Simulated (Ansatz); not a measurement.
# Al2Ru: convergence and cost

Aim, for Al2Ru: test the k-point mesh.

Computed with Ansatz 0.2.0 (DFT PBEsol, scalar-relativistic, plane waves, PAW, unless a step's input says otherwise).

1 further run of the same task is left out (set aside as unsound or not needed). Runs told in other sessions of the task aren't counted.

## Step 1: The starting structure

The structure is tetragonal, space group I4/mmm (No. 139). Conventional cell: a = 3.121 Å, b = 3.121 Å, c = 8.444 Å, α = 90.00°, β = 90.00°, γ = 90.00°. Around Al (site symmetry 4mm) lie 5 Ru at 2.58 to 2.88 Å and 5 Al at 2.69 Å. Ru (site symmetry 4/mmm) is surrounded by 10 Al at 2.58 to 2.88 Å.

Structure file:

```cif
data_structure
_symmetry_space_group_name_H-M 'P 1'
_symmetry_Int_Tables_number 1
_cell_length_a 4.7638
_cell_length_b 4.7638
_cell_length_c 4.7638
_cell_angle_alpha 141.758
_cell_angle_beta 141.758
_cell_angle_gamma 55.193
_cell_volume 41.12
loop_
_atom_site_label
_atom_site_type_symbol
_atom_site_fract_x
_atom_site_fract_y
_atom_site_fract_z
_atom_site_occupancy
Al1 Al 0.65920 0.65920 0.00000 1
Al2 Al 0.34080 0.34080 0.00000 1
Ru1 Ru 0.00000 0.00000 0.00000 1
```

Source of the structure: the Materials Project (structure only). It is taken as it stands there.

## Step 2: The base run, which the others are set against

Input file input.yaml:

```yaml
crystal:
  lattice:
    - [-1.56042162, 1.56042162, 4.22180559]
    - [1.56042162, -1.56042162, 4.22180559]
    - [1.56042162, 1.56042162, -4.22180559]
  atoms:
    - { symbol: Al, position: [0.65920219, 0.65920219, 0.0] }
    - { symbol: Al, position: [0.34079781, 0.34079781, 0.0] }
    - { symbol: Ru, position: [0.0, 0.0, 0.0] }
basis:
  ecutwfc: 420
kpoints:
  mp_grid: { grid: [18, 18, 18] }
hamiltonian:
  xc: pbesol
scf:
  occupations: { method: gaussian, width: 0.1 }
output:
  forces: true
  stress: true
  eigenvalues: true
  populations: true
  write_density: true
  write_potential: true
  elf: true
  volumetric_format: npy
```

Its results, from an earlier run: -2289.1907 eV/atom at zero smearing, pressure -0.43 GPa, largest force 0.049 eV/Å, no gap on the mesh, in 6 SCF cycles and 11 s.

## Step 3: K-point mesh set to 1×1×1

Input file input.yaml:

```yaml
crystal:
  lattice:
    - [-1.56042162, 1.56042162, 4.22180559]
    - [1.56042162, -1.56042162, 4.22180559]
    - [1.56042162, 1.56042162, -4.22180559]
  atoms:
    - { symbol: Al, position: [0.65920219, 0.65920219, 0.0] }
    - { symbol: Al, position: [0.34079781, 0.34079781, 0.0] }
    - { symbol: Ru, position: [0.0, 0.0, 0.0] }
basis:
  ecutwfc: 420
kpoints:
  mp_grid: { grid: [1, 1, 1] }
hamiltonian:
  xc: pbesol
scf:
  occupations: { method: gaussian, width: 0.1 }
output:
  forces: true
  stress: true
  eigenvalues: true
```

On the command line:

```
> ansatz run input.yaml --threads 1 --pin off --max-ram 2560MiB --backend cpu --events-out ev --progress --plain --runs-dir out
```

## Step 4: K-point mesh: 4×4×4

input.yaml: that of step 3 with these lines changed.

```diff
@@ -12,3 +12,3 @@
 kpoints:
-  mp_grid: { grid: [1, 1, 1] }
+  mp_grid: { grid: [4, 4, 4] }
 hamiltonian:
```

## Step 5: K-point mesh set to 6×6×6

input.yaml: that of step 4 with these lines changed.

```diff
@@ -12,3 +12,3 @@
 kpoints:
-  mp_grid: { grid: [4, 4, 4] }
+  mp_grid: { grid: [6, 6, 6] }
 hamiltonian:
```

## Step 6: K-point mesh set to 8×8×8

input.yaml: that of step 5 with these lines changed.

```diff
@@ -12,3 +12,3 @@
 kpoints:
-  mp_grid: { grid: [6, 6, 6] }
+  mp_grid: { grid: [8, 8, 8] }
 hamiltonian:
```

## Step 7: K-point mesh set to 10×10×10

input.yaml: that of step 6 with these lines changed.

```diff
@@ -12,3 +12,3 @@
 kpoints:
-  mp_grid: { grid: [8, 8, 8] }
+  mp_grid: { grid: [10, 10, 10] }
 hamiltonian:
```

## Step 8: K-point mesh set to 12×12×12

input.yaml: that of step 7 with these lines changed.

```diff
@@ -12,3 +12,3 @@
 kpoints:
-  mp_grid: { grid: [10, 10, 10] }
+  mp_grid: { grid: [12, 12, 12] }
 hamiltonian:
```

## Step 9: K-point mesh: 14×14×14

input.yaml: that of step 8 with these lines changed.

```diff
@@ -12,3 +12,3 @@
 kpoints:
-  mp_grid: { grid: [12, 12, 12] }
+  mp_grid: { grid: [14, 14, 14] }
 hamiltonian:
```

## Step 10: K-point mesh: 16×16×16

input.yaml: that of step 9 with these lines changed.

```diff
@@ -12,3 +12,3 @@
 kpoints:
-  mp_grid: { grid: [14, 14, 14] }
+  mp_grid: { grid: [16, 16, 16] }
 hamiltonian:
```

## Step 11: K-point mesh: 20×20×20

input.yaml: that of step 10 with these lines changed.

```diff
@@ -12,3 +12,3 @@
 kpoints:
-  mp_grid: { grid: [16, 16, 16] }
+  mp_grid: { grid: [20, 20, 20] }
 hamiltonian:
@@ -21 +21,5 @@
   eigenvalues: true
+  write_density: true
+  write_potential: true
+  elf: true
+  volumetric_format: npy
```

## Step 12: K-point mesh set to 24×24×24

input.yaml: that of step 11 with these lines changed.

```diff
@@ -12,3 +12,3 @@
 kpoints:
-  mp_grid: { grid: [20, 20, 20] }
+  mp_grid: { grid: [24, 24, 24] }
 hamiltonian:
@@ -21,5 +21 @@
   eigenvalues: true
-  write_density: true
-  write_potential: true
-  elf: true
-  volumetric_format: npy
```

## Step 13: K-point mesh set to 26×26×26

input.yaml: that of step 12 with these lines changed.

```diff
@@ -12,3 +12,3 @@
 kpoints:
-  mp_grid: { grid: [24, 24, 24] }
+  mp_grid: { grid: [26, 26, 26] }
 hamiltonian:
```

(Steps that only read results are left out.)

Q: Predict the outcome of the series: the values and the trend.

**Answer**, as computed:

```
                                               quantity                      value
k-point mesh: within 10 and 1 meV/atom of 26×26×26 from  6×6×6 for 10; 8×8×8 for 1
```

What this shows: For the k-point mesh, the energy stays within 1 meV/atom of the reference from 8×8×8 on, at about 0.057 of the reference's time. The reference is only the best run made, not a proven limit. The gaps on the coarsest meshes are artefacts of sampling: the crystal is a metal on the dense ones. The error changes sign along the series, since a k mesh isn't variational, and a metal needs dense meshes to resolve its Fermi surface. Forces stay within 0.01 eV/Å of the reference from 10×10×10 on.
